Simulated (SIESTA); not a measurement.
Crystal: GaN.

```
Ga N
1.0
     0.00000    2.25350    2.25350
     2.25350    0.00000    2.25350
     2.25350    2.25350    0.00000
Ga N
1 1
Direct
  0.00000 0.00000 0.00000
  0.25000 0.25000 0.25000
```

The cell is a database's computed one.

Base run:

```yaml
Program: SIESTA 5.4.2
Functional: RPBE
Potentials_or_basis: PseudoDojo 0.4 standard (PBE files)
Basis: DZP (energy shift 0.003 Ry; two zetas on semicore shells)
Grid_cutoff: 800 Ry
Energy_shift: 0.003 Ry
k_mesh: 10 × 10 × 10
Occupations: fermi-dirac, width 0.05 eV
Spin: no spin polarisation
```

Its results: band gap on the k mesh 1.92 eV, direct; pressure 11.7 GPa.

Task: After a change of settings the same cell gave: band gap on the k mesh 1.79 eV, direct; pressure 4.1 GPa. Which change was it?
A. functional from RPBE to vdW-DF-cx
B. functional from RPBE to LDA; potentials or basis from PseudoDojo 0.4 standard (PBE files) to PseudoDojo 0.4 standard (LDA files)
C. functional from RPBE to AM05; potentials or basis from PseudoDojo 0.4 standard (PBE files) to PseudoDojo 0.4 standard (PBEsol files)
D. functional from RPBE to PBE; k mesh from 10 × 10 × 10 to 8 × 8 × 8

Result: A.

Caveats: the potentials were made for another functional, which shifts forces and pressure; the basis of atomic orbitals isn't converged, which shifts pressures, moduli and gaps.

Not every run made on this cell is shown here.
